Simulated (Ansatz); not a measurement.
## KBr in 4 structures

4 cells of KBr were relaxed with r2SCAN in Ansatz. Computed values for non-magnetic cells; some structures come from databases, others from prototypes and may be hypothetical.

h-MgO type:
```
CELL_PARAMETERS angstrom
5.61812 0.00000 0.00000
-2.80906 4.86544 0.00000
0.00000 0.00000 6.55360
ATOMIC_POSITIONS crystal
K 0.33333 0.66667 0.25000
K 0.66667 0.33333 0.75000
Br 0.66667 0.33333 0.25000
Br 0.33333 0.66667 0.75000
```

rocksalt:
```
CELL_PARAMETERS angstrom
0.00000 3.30225 3.30225
3.30225 0.00000 3.30225
3.30225 3.30225 0.00000
ATOMIC_POSITIONS crystal
K 0.00000 0.00000 0.00000
Br 0.50000 0.50000 0.50000
```

zincblende:
```
CELL_PARAMETERS angstrom
0.00000 3.68830 3.68830
3.68830 0.00000 3.68830
3.68830 3.68830 0.00000
ATOMIC_POSITIONS crystal
K 0.00000 0.00000 0.00000
Br 0.25000 0.25000 0.25000
```

database Pm-3m (2 atoms):
```
CELL_PARAMETERS angstrom
3.97587 0.00000 0.00000
0.00000 3.97587 0.00000
0.00000 0.00000 3.97587
ATOMIC_POSITIONS crystal
K 0.00000 0.00000 0.00000
Br 0.50000 0.50000 0.50000
```

Energies are counted from the lowest cell, each relaxed with the functional named (k spacing about 0.3 1/Å); gaps are on the r2SCAN cells (d direct, i indirect).

| structure | space group | volume (Å³/atom) | E, r2SCAN (meV/atom) | E, PBEsol (meV/atom) | E, LDA (meV/atom) | E, PBE (meV/atom) | gap, PBE (eV) | gap, r2SCAN (eV) | gap, HSE06 (eV) | gap, PBE0 (eV) |
| --- | --- | --- | --- | --- | --- | --- | --- | --- | --- | --- |
| h-MgO type | P6_3/mmc | 44.78 | 67 | 52 | 80 | 41 | 4.19 d (Γ) | 4.76 d (Γ) | 5.30 d (Γ) | 6.02 d (Γ) |
| rocksalt | Fm-3m | 36.01 | 0 | 0 | 0 | 0 | 4.43 d (Γ) | 5.07 d (Γ) | 5.60 d (Γ) | 6.31 d (Γ) |
| zincblende | F-43m | 50.17 | 141 | 116 | 166 | 93 | – | 4.84 i ((0, 0.229, -1/4) → Γ) | 5.39 i ((0, 0.229, -1/4) → Γ) | 6.12 i ((0, 0.229, -1/4) → Γ) |
| database Pm-3m (2 atoms) | Pm-3m | 31.42 | 52 | 48 | 30 | 73 | 4.02 i (M → Γ) | 4.77 i (M → Γ) | 5.19 i (M → Γ) | 5.90 i (M → Γ) |

Among these cells the lowest with r2SCAN is rocksalt, 52 meV an atom below the next, database Pm-3m (2 atoms). Other structures, not computed here, could lie lower. PBEsol, LDA, PBE agree on the lowest cell. The start from another database entry ended in the same structure as one of these cells.

Against rocksalt (HSE06 gap 5.60 eV): h-MgO type -0.30 eV at +24.4 % volume; zincblende -0.21 eV at +39.3 % volume; database Pm-3m (2 atoms) -0.41 eV at -12.7 % volume.

Spin-orbit coupling is left out.

Where an edge lies off the special points, it is a point of the mesh or the k point where a search put PBE's edge or least direct gap, reused for the other functionals, whose own edges may lie a little apart.

The meshes of the hybrids are coarse, so their gaps aren't converged to the digits shown.
